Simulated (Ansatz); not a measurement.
# The honeycomb BP bilayer (AB) under a gate, part 2 of 4

Wanted: Fermi level and gate voltage of the honeycomb BP bilayer (AB) as it is charged.

Ansatz 0.2.0; plane-wave DFT, PBE-D3(BJ), Ansatz PAW.

So far. Step 2 (Relaxing the slab): The lattice constant a goes from 3.210 to 3.202 Å.

### Step 3. Gated layer, added electrons 0, start network

The slab is cut off from its images along the normal. A charged sheet stands for each gate, the layer takes the opposite charge, and a barrier ahead of the sheet keeps electrons from leaking to it. The uncharged case sets the zero; a dense mesh is needed because few carriers fill a small part of the zone.

The cell differs from the one that the last finished run ended in (c 37.400 → 36.761 Å).

File input.yaml:

```yaml
crystal:
  lattice:
    - [3.2024038013, 0.0, 0.0]
    - [-1.6012019006, 2.7733630451, 0.0]
    - [0.0, 0.0, 36.7613829371]
  atoms:
    - { symbol: P, position: [0.6666666667, 0.3333333333, 0.4521183956] }
    - { symbol: B, position: [0.3333333333, 0.6666666667, 0.4515608139] }
    - { symbol: P, position: [0.0, 0.0, 0.5484391861] }
    - { symbol: B, position: [0.6666666667, 0.3333333333, 0.5480528774] }
  periodic: [true, true, false]
  symmetry: { detect: true }
kpoints:
  mp_grid: { grid: [90, 90, 1] }
  band_path:
    path: [[0, 0, 0], [0.5, 0, 0], [0.33333333, 0.33333333, 0], [0, 0, 0]]
    npoints: 16
hamiltonian:
  xc: pbe
  dispersion: d3bj
scf:
  occupations: { method: fermi_dirac, width: 0.02585 }
  convergence: { dr2_threshold: 1.0e-10 }
output:
  forces: true
  eigenvalues: true
  dos: { projected: true, e_range: [-3, 3], de: 0.01 }
  write_potential: true
  write_density: true
  volumetric_format: npy
  elf: true
external_charges:
  - { charge: 0, barrier: 10, axis: 3, height: 23.661, sigma: 0.25 }
```

On the command line:

```
$ ansatz run input.yaml --threads 4 --pin off --max-ram 16384MiB --backend cpu --events-out ev --progress --plain --runs-dir out
```

Numbers of over 12 decimals in the logs are rounded to 6 here.

Log:

```text
[...]
Crystal: 4 atoms, lattice volume = 326.494 Å³
Basis set: ecut = 420 eV, 6459 PW (Γ), exchange–correlation on 48×48×500 points (8 copies of the dense FFT grid, shifted against one another)
Bands: 12, of which v1, the nominal top of the filled ones, is band 8 counted from 1 (7 counted from 0)
Symmetry: 6 space group operations
[...]
k-points: 721 of 8100 (time reversal used)
[...]
SCF iter   1: F=—  HF=-1824.051486 eV  |F-HF|=—  |Δ(HF+E_count)|=         —  Δρ=1.33e-3  dr2=1.41e-2  ethr=1.77e-3  ⟨swp⟩=14.1  Hψ=114322  notcnv=0
[...]
SCF iter   9: F=-1824.050081 eV  HF=-1824.050081 eV  |F-HF|=2.79e-10  |Δ(HF+E_count)|=   2.84e-8  Δρ=1.02e-7  dr2=3.73e-11  ethr=1.00e-12  ⟨swp⟩=17.0  Hψ=93834  notcnv=0
SCF 1 converged in 9 iterations: F = -1824.050081 eV  dr2 = 3.73e-11
  Residual-converged pass: ⟨swp⟩=1.1  Hψ=11602  notcnv=0  max |occ|·‖R‖ = 7.1e-9 eV (tolerance 1.0e-8 eV)  dr2=3.73e-11  dr2_onsite=6.73e-13  max |Δocc| = 2.8e-16
[...]
NSCF: frozen V_eff on 49 k-points
[...]
SCF converged after 9 iterations
Free energy (F): -1824.050081 eV
[...]
Internal energy: -1824.050081 eV  (E = F + TS)
E sigma→0 (E₀):  -1824.050081 eV
Fermi energy:    -4.722267 eV
[...]
--- Forces (eV/Å), atoms and charges each counted from 1 ---
  atom   1  P      0.00000000    -0.00000000    -0.00046845
  atom   2  B     -0.00000000    -0.00000000     0.00068472
  atom   3  P     -0.00000000    -0.00000000    -0.00657154
  atom   4  B      0.00000000    -0.00000000    -0.00193438
  external charge   1     0.00000000     0.00000000     0.00828511
  max |Σ_I F_I| component, the external charges' with the atoms': 4.53e-6 eV/Å
--- Band table (eV; the first three rows and the last of 721) ---
  k-point 0: bands = [... 4 lower, -6.8637, -6.8637, -6.7118, -6.7118, -1.2098, -0.5451, -0.5451, -0.3734]
  k-point 1: bands = [... 4 lower, -6.8741, -6.8677, -6.7220, -6.7157, -1.2078, -0.5498, -0.5372, -0.3799]
  k-point 2: bands = [... 4 lower, -6.9051, -6.8797, -6.7525, -6.7273, -1.2018, -0.5636, -0.5134, -0.3970]
  k-point 720: bands = [... 4 lower, -11.5196, -11.3666, -5.4999, -5.1166, -4.3680, -3.8999, 1.0351, 1.3968]
```

Run time: 1.9 min. Hardware: 4 threads of Arm Neoverse V1, shared host; peak memory 3 GiB; 7.7 min of CPU time.

This step gave:

- gap along the path: 0.7406 eV
- smallest direct gap along the path: 0.7486 eV
- gap, the smaller of path and mesh: 0.7400 eV
- potential beyond the upper barrier and gate, less the barrier, from the Fermi level: 4.782 eV

Running mean over a fixed 2.8 Å (it still follows the layers) of the planar mean; beyond a gate it holds the 10 eV model barrier. The electron's electrostatic potential energy less the Fermi level by z:

z (Å), electron's electrostatic potential energy less the Fermi level (eV) and a bar from the least value:
```
        4        4.7 ################
        5        4.7 ################
        6        4.7 ################
        7        4.7 ################
        8        4.7 ################
        9        4.7 ################
       10        4.7 ################
       11        4.7 ################
       12        4.7 ################
       13        4.7 ################
       14        4.4 ###############
       15        0.8 ##########
       16       -6.0 #
       17       -6.4 
       18       -2.0 ######
       19       -3.6 ####
       20       -6.5 
       21       -5.1 ##
       22        2.7 #############
       23        7.3 ###################
       24       11.0 #########################
       25       14.3 #############################
       26       14.8 ##############################
       27       14.8 ##############################
       28       14.8 ##############################
       29       14.8 ##############################
       30       14.8 ##############################
       31       14.8 ##############################
       32       14.8 ##############################
       33       14.8 ##############################
```

The density of states has structure finer than the step of the table below, so its rows give means over 0.1 eV, whole bins alone (the curve runs from -3 to 2.35 eV). Peaks (eV: height): -1.89: 1.76, -1.27: 3.08, 0.95: 4.22, 1.33: 1.85.

Density of states against energy, zero at the Fermi level of the run, which the smearing sets inside the gap; means over each step:

```
energy (eV)  density of states (states/eV a cell)
       -2.9                                  1.86
       -2.8                                  1.83
       -2.7                                  1.80
       -2.6                                  1.78
       -2.5                                  1.77
       -2.4                                  1.75
       -2.3                                  1.75
       -2.2                                  1.74
       -2.1                                  1.49
       -2.0                                  1.40
       -1.9                                  1.44
       -1.8                                  1.22
       -1.7                                  1.10
       -1.6                                  1.05
       -1.5                                  1.04
       -1.4                                  1.09
       -1.3                                  1.70
       -1.2                                  1.50
       -1.1                                  1.06
       -1.0                                 0.865
       -0.9                                 0.726
       -0.8                                 0.590
       -0.7                                 0.453
       -0.6                                 0.406
       -0.5                                 0.388
       -0.4                                 0.314
       -0.3                                     0
       -0.2                                     0
       -0.1                                     0
        0.0                                     0
        0.1                                     0
        0.2                                     0
        0.3                                6.3e-5
        0.4                                 0.210
        0.5                                 0.246
        0.6                                 0.280
        0.7                                 0.338
        0.8                                 0.499
        0.9                                  1.18
        1.0                                  2.25
        1.1                                  1.24
        1.2                                  1.15
        1.3                                  1.39
        1.4                                  1.32
        1.5                                  1.11
        1.6                                  1.02
        1.7                                 0.952
        1.8                                 0.901
        1.9                                 0.861
        2.0                                 0.827
        2.1                                 0.801
        2.2                                 0.785
        2.3                                  1.03
```

Projected DOS per atom over height of the atomic layer and energy from the Fermi level. Layers: BP BP from below.

Ten even steps from '_' (0.00 states/eV) to '@' (0.47 states/eV), each cell a mean:
```
====
--==
====
++**
++##
@@##
--..
::__
____
____
____
__::
..::
--==
**%%
++++
++++
####
##@@
@@@@
@@@@
@@@@
```
Columns: height of the atomic layer (Å) from 16.6 to 20.2; rows upwards: energy from the Fermi level (eV) from -2.98 to 2.32.

Electronic bands along the path, in eV, zero at the Fermi level of the run, which the smearing sets inside the gap:

```
  point  band 5  band 6  band 7  band 8  band 9  band 10  band 11  band 12
      Γ   -2.14   -2.14   -1.99   -1.99    3.51     4.18     4.18     4.35
halfway   -4.23   -3.35   -3.18   -2.88    2.99     3.28     4.34     4.71
      M   -4.16   -3.98   -1.89   -1.27    0.95     1.33     2.30     2.63
halfway   -5.53   -5.34   -1.54   -0.94    0.95     1.15     4.29     4.61
      K   -6.80   -6.64   -0.78   -0.39    0.35     0.82     5.76     6.12
halfway   -4.30   -4.14   -3.88   -2.56    3.76     4.24     4.55     4.61
      Γ   -2.14   -2.14   -1.99   -1.99    3.51     4.18     4.18     4.35
```

The electronic bands as a text plot (rows in eV, shown from -8.4 to 2.6 only):

```
    2.4 |             +++++++++                 +++
    1.9 |               + ++                   ++
    1.5 |                +  ++++++           +++
    1.0 |                 +++++++++++++++++++++
    0.6 |                            ++++++++
    0.1 |
   -0.4 |                              ******
   -0.8 |                         ********** **
   -1.3 |                 ********  ***     *  *
   -1.7 |               **   *******         ** ***
   -2.2 |******      ***  ***                  *   *        *****
   -2.6 |  ******   *    *                      *   ***   *****
   -3.1 |    ** ****    *                        **    ***  *
   -3.6 |   ****   ******                          *  *********
   -4.0 |***    *  ** **********                    ***  *     **
   -4.5 |       ***            ***                 *** **
   -4.9 |   **** **              **              ***  *  ****
   -5.4 |***       *              ***           *     *      ****
   -5.9 |           *               **       ***    **
   -6.3 |            *               ***    ***    *
   -6.8 |            ***               *****     **
   -7.2 |             ***                       *
   -7.7 |               **                   ***
   -8.2 |                ***         **********
         Γ                   M           K                      Γ
```

Electrostatic potential energy in the ca plane at fractional y = 0.333, with atoms of P and B within 0.2 Å of it. With pseudopotentials it is smooth inside the atoms' cores, unlike the true potential.

Ten even steps from '0' (-53 eV) to '9' (9 eV), each cell a mean:
```
88888888888888888887643578888776577888888999
88888888888888888887400157888751147888888999
88888888888888888886200037888730027888888999
88888888888888888887400157888752157888888999
88888888888888888887654578888876677888888999
88888888888888888888777778888876677888888999
88888888888888888888777778888776677888888999
88888888888888888888777778888876677888888999
```
Columns run along c (16.0 Å, from fractional 0.23 to 0.67 of the cell; values clipped at the 3rd and 97th percentile), rows up along a (3.2 Å). Atoms in or near the plane, at fractional coordinates: P at (0.45, 0.67), B at (0.55, 0.67).

Valence density in the ca plane at fractional y = 0.333, with atoms of P and B within 0.2 Å of it. It is the smooth field of the valence electrons, not physical close to the nuclei.

Ten even steps from '0' (0.00 e/Å³) to '9' (0.75 e/Å³), each cell a mean:
```
00000000000000000002589842001258962100000000
00000000000000000013775763101269963100000000
00000000000000000014741573101266563100000000
00000000000000000013786862101269963100000000
00000000000000000002589741001258852100000000
00000000000000000001356421000246642100000000
00000000000000000001245321000235542100000000
00000000000000000001356521000246642100000000
```
Columns run along c (16.0 Å, from fractional 0.23 to 0.67 of the cell), rows up along a (3.2 Å). Atoms in or near the plane, at fractional coordinates: P at (0.45, 0.67), B at (0.55, 0.67).

ELF in the ca plane at fractional y = 0.333, with atoms of P and B within 0.2 Å of it. It is the smooth field of the valence electrons, not physical close to the nuclei.

Ten even steps from '0' (0.00) to '9' (0.81), each cell a mean:
```
00000000000000001368999996202699997521000000
00000000000000002579942598302564466420000000
00000000000000013689810299402530035420000000
00000000000000002579953698302565566420000000
00000000000000001358999996202699997521000000
00000000000000000135788863002688887521000000
00000000000000000023566642002566676531000000
00000000000000000135789863103689987521000000
```
Columns run along c (16.0 Å, from fractional 0.23 to 0.67 of the cell), rows up along a (3.2 Å). Atoms in or near the plane, at fractional coordinates: P at (0.45, 0.67), B at (0.55, 0.67).

The gap, the smaller of path and mesh, is 0.740 eV.

### Step 4. Gated layer, added electrons 1×10¹³ per cm², start atoms

input.yaml, the sections that differ from step 3:

```yaml
total_charge: -0.008881
kpoints:
  mp_grid: { grid: [90, 90, 1] }
output:
  forces: true
  eigenvalues: true
  write_potential: true
  write_density: true
  volumetric_format: npy
external_charges:
  - { charge: 0, barrier: 10, axis: 3, height: 23.661, sigma: 0.25 }
  - { charge: 0.008881, axis: 3, height: 25.161, sigma: 0.5 }
# crystal, hamiltonian, scf: as in step 3
```

Log:

```text
[...]
Crystal: 4 atoms, lattice volume = 326.494 Å³
Basis set: ecut = 420 eV, 6459 PW (Γ), exchange–correlation on 48×48×500 points (8 copies of the dense FFT grid, shifted against one another)
Bands: 13, of which v1, the nominal top of the filled ones, is band 8 counted from 1 (7 counted from 0)
Symmetry: 6 space group operations
[...]
k-points: 721 of 8100 (time reversal used)
[...]
SCF iter   1: F=—  HF=-1825.720278 eV  |F-HF|=—  |Δ(HF+E_count)|=         —  Δρ=3.57e-2  dr2=4.89e0  ethr=3.10e-3  ⟨swp⟩=15.9  Hψ=128275  notcnv=0
[...]
SCF iter  12: F=-1824.086316 eV  HF=-1824.086316 eV  |F-HF|=7.26e-10  |Δ(HF+E_count)|=   9.12e-9  Δρ=1.14e-7  dr2=5.50e-11  ethr=1.00e-12  ⟨swp⟩=22.6  Hψ=112601  notcnv=0
SCF 1 converged in 12 iterations: F = -1824.086316 eV  dr2 = 5.50e-11
[...]
SCF converged after 12 iterations
Free energy (F): -1824.086316 eV
[...]
Internal energy: -1824.085909 eV  (E = F + TS)
E sigma→0 (E₀):  -1824.086112 eV
Entropy (-TS):   -0.000407 eV (-0.102 meV/atom)
Fermi energy:    -3.965032 eV
[...]
--- Forces (eV/Å), atoms and charges each counted from 1 ---
  atom   1  P     -0.00000000    -0.00000000    -0.00056754
  atom   2  B     -0.00000000    -0.00000000     0.00474341
  atom   3  P     -0.00000000     0.00000000    -0.00655030
  atom   4  B     -0.00000000    -0.00000000    -0.00590650
  external charge   1     0.00000000     0.00000000     0.00908471
  external charge   2     0.00000000     0.00000000    -0.00080305
  max |Σ_I F_I| component, the external charges' with the atoms': 7.29e-7 eV/Å
--- Band table (eV; the first three rows and the last of 721) ---
  k-point 0: bands = [... 4 lower, -6.4847, -6.4847, -6.4228, -6.4228, -0.8786, -0.1736, -0.1736, -0.0801, ... 1 higher]
  k-point 1: bands = [... 4 lower, -6.4952, -6.4888, -6.4329, -6.4266, -0.8767, -0.1793, -0.1657, -0.0854, ... 1 higher]
  k-point 2: bands = [... 4 lower, -6.5266, -6.5010, -6.4631, -6.4379, -0.8707, -0.1957, -0.1419, -0.0996, ... 1 higher]
  k-point 720: bands = [... 4 lower, -11.1376, -11.0830, -5.1430, -4.8372, -3.9890, -3.6025, 1.3826, 1.6650, ... 1 higher]
```

Elapsed: 2.3 min, on 4 threads; peak memory 3 GiB; 9.2 min of CPU time.

This step gave:

| Item | Value |
| --- | --- |
| energy at zero smearing | -1824.0861 eV |
| potential beyond the upper barrier and gate, less the barrier, from the Fermi level | 3.643 eV |

Against the uncharged case this takes +1.14 V.

### Step 5. Gated layer, added electrons 3×10¹³ per cm², start atoms

input.yaml: that of step 4 with these lines changed.

```diff
@@ -12,3 +12,3 @@
   symmetry: { detect: true }
-total_charge: -0.008881
+total_charge: -0.026644
 kpoints:
@@ -29,2 +29,2 @@
   - { charge: 0, barrier: 10, axis: 3, height: 23.661, sigma: 0.25 }
-  - { charge: 0.008881, axis: 3, height: 25.161, sigma: 0.5 }
+  - { charge: 0.026644, axis: 3, height: 25.161, sigma: 0.5 }
```

Log:

```text
[...]
Crystal: 4 atoms, lattice volume = 326.494 Å³
Basis set: ecut = 420 eV, 6459 PW (Γ), exchange–correlation on 48×48×500 points (8 copies of the dense FFT grid, shifted against one another)
Bands: 13, of which v1, the nominal top of the filled ones, is band 8 counted from 1 (7 counted from 0)
Symmetry: 6 space group operations
[...]
k-points: 721 of 8100 (time reversal used)
[...]
--- Band table (eV; the first three rows and the last of 721) ---
  k-point 0: bands = [... 4 lower, -5.8479, -5.8479, -5.7329, -5.7329, -0.2747, 0.4725, 0.4725, 0.5940, ... 1 higher]
  k-point 1: bands = [... 4 lower, -5.8583, -5.8519, -5.7431, -5.7368, -0.2727, 0.4652, 0.4804, 0.5900, ... 1 higher]
  k-point 2: bands = [... 4 lower, -5.8894, -5.8639, -5.7736, -5.7483, -0.2667, 0.4458, 0.5042, 0.5790, ... 1 higher]
  k-point 720: bands = [... 4 lower, -10.4985, -10.4000, -4.4490, -4.2647, -3.2560, -2.9955, 2.0582, 2.2090, ... 1 higher]
[key lines of the parts left out:]
SCF converged after 12 iterations
Free energy (F): -1824.139231 eV
Fermi energy:    -3.191048 eV
```

Run time: 2.3 min. Hardware: 4 threads; peak memory 3 GiB.

Against the uncharged case this takes +2.65 V.

### Step 6. Gated layer, added electrons 6×10¹³ per cm², start atoms

input.yaml: that of step 5 with these lines changed.

```diff
@@ -12,3 +12,3 @@
   symmetry: { detect: true }
-total_charge: -0.026644
+total_charge: -0.053289
 kpoints:
@@ -29,2 +29,2 @@
   - { charge: 0, barrier: 10, axis: 3, height: 23.661, sigma: 0.25 }
-  - { charge: 0.026644, axis: 3, height: 25.161, sigma: 0.5 }
+  - { charge: 0.053289, axis: 3, height: 25.161, sigma: 0.5 }
```

Log:

```text
[...]
Crystal: 4 atoms, lattice volume = 326.494 Å³
Basis set: ecut = 420 eV, 6459 PW (Γ), exchange–correlation on 48×48×500 points (8 copies of the dense FFT grid, shifted against one another)
Bands: 13, of which v1, the nominal top of the filled ones, is band 8 counted from 1 (7 counted from 0)
Symmetry: 6 space group operations
[...]
k-points: 721 of 8100 (time reversal used)
[...]
--- Band table (eV; the first three rows and the last of 721) ---
  k-point 0: bands = [... 4 lower, -4.9234, -4.9234, -4.6937, -4.6937, 0.4825, 1.3956, 1.3956, 1.4246, ... 1 higher]
  k-point 1: bands = [... 4 lower, -4.9338, -4.9274, -4.7040, -4.6976, 0.4846, 1.3876, 1.4035, 1.4305, ... 1 higher]
  k-point 2: bands = [... 4 lower, -4.9648, -4.9393, -4.7346, -4.7093, 0.4908, 1.3699, 1.4273, 1.4417, ... 1 higher]
  k-point 720: bands = [... 4 lower, -9.5807, -9.3612, -3.4504, -3.3731, -2.2206, -2.0645, 3.0309, 3.0439, ... 1 higher]
[key lines of the parts left out:]
SCF converged after 12 iterations
Free energy (F): -1824.173943 eV
Fermi energy:    -2.134265 eV
```

Run time: 2.3 min. Hardware: 4 threads; peak memory 3 GiB.

Against the uncharged case this takes +4.74 V.

(Continued in part 3 of 4.)

[Logs are printed without paths, hosts, clocks, repeated set-up lines and the standing remarks that a program may print on its own settings, such as how far it seeks lower states.]

[Hosts, paths, dates, database ids (printed as entryN), source tags and the programs' standing remarks are cut or masked in the printed files.]

[Maps of the electrostatic potential energy from Ansatz leave out the sawtooth potential of an applied field or a dipole correction, so their vacuum need not be flat; planar profiles and work functions include it.]

[The density of states shown here was stored with 400 of the rows of the run's finer table, so its peaks can read low, often by over a quarter, or be missed, and its means over a window can be off by a tenth or more.]
